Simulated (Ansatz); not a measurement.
# SnTe: strain and displacement

```
CELL_PARAMETERS angstrom
0.00000 3.15650 3.15650
3.15650 0.00000 3.15650
3.15650 3.15650 0.00000
ATOMIC_POSITIONS crystal
Sn 0.00000 0.00000 0.00000
Te 0.50000 0.50000 0.50000
```

Atom numbers follow the list: Sn1, Te2.

The cell is COD entry 9008726, as deposited and not checked against the literature; nothing was relaxed.

Spin–orbit coupling is left out, though it moves levels of the heavy atoms by tenths of an eV or more.

These are results of Ansatz 0.2.0, DFT, PBE, all-electron LAPW, scalar-relativistic, not measurements.

The runs use a Γ-centred 11×11×11 k mesh, Fermi–Dirac smearing of 0.08 eV, basis error target 0.25 meV/atom, no spin polarisation.

The unchanged cell is at 2.03 GPa.

x, y and z are the Cartesian axes of the cell as listed; fractional coordinates follow a strain, and an engineering shear is twice the off-diagonal strain component.

(1) With this change (equal xy, yz and zx engineering shear strains of -3 %), what becomes of the energy and stress?

(2) With this change (equal xy, yz and zx engineering shear strains of -1 %), what becomes of the energy and stress?

With equal xy, yz and zx engineering shear strains of +2 %: energy change +2 meV/atom; stress change (xx, yy, zz, yz, xz, xy) 0.00, 0.00, 0.00, -0.31, -0.31, -0.31 GPa, compression positive.

(3) With this change (equal xy, yz and zx engineering shear strains of -2 %), what becomes of the energy and stress?

With equal xy, yz and zx engineering shear strains of +1 %: energy change under 1 meV/atom; stress change (xx, yy, zz, yz, xz, xy) 0.00, 0.00, 0.00, -0.16, -0.16, -0.16 GPa, compression positive.

With equal xy, yz and zx engineering shear strains of +3 %: energy change +4 meV/atom; stress change (xx, yy, zz, yz, xz, xy) -0.01, -0.01, -0.01, -0.47, -0.47, -0.47 GPa, compression positive.

Results:

(1) Energy change +4 meV/atom; stress change (xx, yy, zz, yz, xz, xy) 0.00, 0.00, 0.00, 0.44, 0.44, 0.44 GPa, compression positive.

(2) Energy change under 1 meV/atom; stress change (xx, yy, zz, yz, xz, xy) 0.00, 0.00, 0.00, 0.16, 0.16, 0.16 GPa, compression positive.

(3) Energy change +2 meV/atom; stress change (xx, yy, zz, yz, xz, xy) 0.00, 0.00, 0.00, 0.30, 0.30, 0.30 GPa, compression positive.
